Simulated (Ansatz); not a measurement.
Crystal: HfC.

```xyz
2
Lattice="0.0000 2.3250 2.3250 2.3250 0.0000 2.3250 2.3250 2.3250 0.0000" Properties=species:S:1:pos:R:3 pbc="T T T"
Hf    2.3250    2.3250    2.3250
C     0.0000    0.0000    0.0000
```

```yaml
Program: Ansatz 0.2.0
Task: relaxation of cell and atoms
Functional: revPBE
Dispersion: D3(BJ)
Potentials_or_basis: Ansatz PAW
Cutoff: "420 eV (not typed: the program's choice for these potentials)"
k_mesh: 10 × 10 × 10
Occupations: fermi-dirac, width 0.05 eV
Spin: no spin polarisation
```

At the start: volume 12.57 Å³/atom.

Question: Where does the relaxation end?

Answer: It ends after 5 steps and the volume is 12.26 Å³/atom (-2.4 %); space group Fm-3m (No. 225, to 0.05 Å).

The path:
```tsv
step	energy change (eV)	largest force (eV/Å)	volume (Å³)
1	0.0000	0.0000	25.14
2	-0.0063	0.0000	24.08
3	-0.0120	0.0000	24.54
4	-0.0120	0.0000	24.52
5	-0.0113	0.0000	24.52
```

Final structure:
```cif
data_structure
_symmetry_space_group_name_H-M 'P 1'
_symmetry_Int_Tables_number 1
_cell_length_a 3.2612
_cell_length_b 3.2612
_cell_length_c 3.2612
_cell_angle_alpha 60.000
_cell_angle_beta 60.000
_cell_angle_gamma 60.000
_cell_volume 24.52
loop_
_atom_site_label
_atom_site_type_symbol
_atom_site_fract_x
_atom_site_fract_y
_atom_site_fract_z
_atom_site_occupancy
Hf1 Hf 0.50000 0.50000 0.50000 1
C1 C 0.00000 0.00000 0.00000 1
```

Caveat: the plane-wave basis is chosen anew once the cell has moved, so the energies of steps on either side of that aren't comparable; pairwise dispersion overbinds metals, which lowers pressure and volume; the PAW data sets come from PBE, with cores solved anew for the run's functional, which leaves a small shift of forces and pressure.
